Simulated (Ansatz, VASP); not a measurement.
Given: the input of a run of Ansatz 0.2.0 on Ca.

Contents of input.yaml:

```yaml
crystal:
  lattice:
    - [0.0, 2.8127051751, 2.8127051751]
    - [2.8127051751, 0.0, 2.8127051751]
    - [2.8127051751, 2.8127051751, 0.0]
  atoms:
    - { symbol: Ca, position: [0.0, 0.0, 0.0] }
hamiltonian:
  xc: pbesol
  pseudopotentials: { kind: paw, source: jth, xc_functional: pbe }
kpoints:
  mp_grid: { grid: [8, 8, 8] }
scf:
  occupations: { method: fermi_dirac, width: 0.05 }
output:
  forces: true
  stress: true
  eigenvalues: true
```

Potentials or basis: JTH PAW.

The run is started by

```bash
$ ansatz run input.yaml --threads 2 --pin off --max-ram 5632MiB --backend cpu --events-out ev --progress --plain --runs-dir out
```

Question: Set up the same calculation for VASP 6.6.1. Potentials there: VASP PAW PBE potentials, release 64 (Ca_sv).

Answer: As run (the cutoff follows the program's own potentials):

INCAR

```
PREC     = Accurate       # precision mode
ENCUT    = 520            # plane-wave cutoff, eV
EDIFF    = 1E-6           # SCF threshold, eV
ISMEAR   = -1             # smearing method
SIGMA    = 0.05           # smearing width, eV
LREAL    = False          # projectors in reciprocal space
LASPH    = True           # aspherical terms in the spheres
NELM     = 100            # most SCF steps
ALGO     = Normal         # electronic algorithm
ISIF     = 2              # what is computed and relaxed
LWAVE    = False          # write WAVECAR
LCHARG   = False          # write CHGCAR
GGA      = PS             # functional
NBANDS   = 11             # bands
```

The input KPOINTS:

```
regular mesh
0
Gamma
  8 8 8
```

Contents of POSCAR:

```
Ca
1.0
    0.0000000000      2.8127051751      2.8127051751
    2.8127051751      0.0000000000      2.8127051751
    2.8127051751      2.8127051751      0.0000000000
Ca
1
Direct
    0.0000000000      0.0000000000      0.0000000000
```

Potentials or basis: VASP PAW PBE potentials, release 64 (Ca_sv).

Launch:

```bash
$ cat potpaw_PBE.64/Ca_sv/POTCAR > POTCAR
$ mpirun -np 1 vasp_std > vasp.out
```

Both were run:

|  | VASP | Ansatz | Ansatz less VASP |
| --- | --- | --- | --- |
| gap on the k mesh at the Fermi level (eV) | none | none | - |
| pressure (GPa) | -1.4 | -1.4 | +0.01 |

A gap of «none» marks a metal or a gap that the smearing closes. With one functional, cell and mesh, what is left measures potentials, basis and numerics.

Caveats: the PAW data sets were made with another functional, which shifts forces and pressure a little (VASP).
